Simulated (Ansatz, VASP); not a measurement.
# KF: VASP beside Ansatz

The input INCAR:

```
ALGO = Normal
EDIFF = 1E-7
ENCUT = 520
GGA = CA
ISIF = 2
ISMEAR = 0
LASPH = True
LCHARG = False
LREAL = False
LWAVE = False
NBANDS = 15
NELM = 80
PREC = Accurate
SIGMA = 0.05
```

KPOINTS

```
k-points
0
Gamma
  8 8 8
```

File POSCAR:

```
KF
1.0
    0.0000000000      2.5817196783      2.2912762145
    2.7624400558      0.0000000000      2.2912762145
    2.7624400558      2.5817196783      0.0000000000
K F
1 1
Direct
    0.0000000000      0.0000000000      0.0000000000
    0.5000000000      0.5000000000      0.5000000000
```

Input for Ansatz:

```yaml
crystal:
  lattice:
    - [0.0, 2.5817196783, 2.2912762145]
    - [2.7624400558, 0.0, 2.2912762145]
    - [2.7624400558, 2.5817196783, 0.0]
  atoms:
    - { symbol: K, position: [0.0, 0.0, 0.0] }
    - { symbol: F, position: [0.5, 0.5, 0.5] }
basis:
  ecutwfc: 520.0
kpoints:
  mp_grid: { grid: [8, 8, 8] }
hamiltonian:
  xc: lda
scf:
  occupations: { method: gaussian, width: 0.05 }
output:
  forces: true
  stress: true
  eigenvalues: true
```

Change from the starting cell: normal strain along x +0.0700, normal strain along z -0.1125.

Alike in both runs: task single point; functional LDA; k mesh 8 × 8 × 8; occupations gaussian, width 0.05 eV; no spin polarisation.

|  | VASP | Ansatz |
| --- | --- | --- |
| version | VASP 6.6.1 | Ansatz 0.2.0 |
| potentials or method | VASP PAW LDA potentials, release 64 (K_sv, F) | scalar-relativistic, plane waves, PAW |
| plane-wave cutoff (eV) | 520 | 520 |
| valence electrons in the cell | 16 | 16 |

Ansatz gave:

| Quantity | Value |
| --- | --- |
| gap on the k mesh at the Fermi level (eV) | 5.89 |
| least direct gap on the mesh (eV) | 5.96 |
| pressure (GPa) | 6.7 |
| largest component of the traceless stress (GPa) | 14.55 |

Question: Which values does VASP return?

Answer: gap on the k mesh at the Fermi level (eV): 5.86; least direct gap on the mesh (eV): 5.93; pressure (GPa): 7.2; largest component of the traceless stress (GPa): 15.28.

A k mesh can miss the band edges.
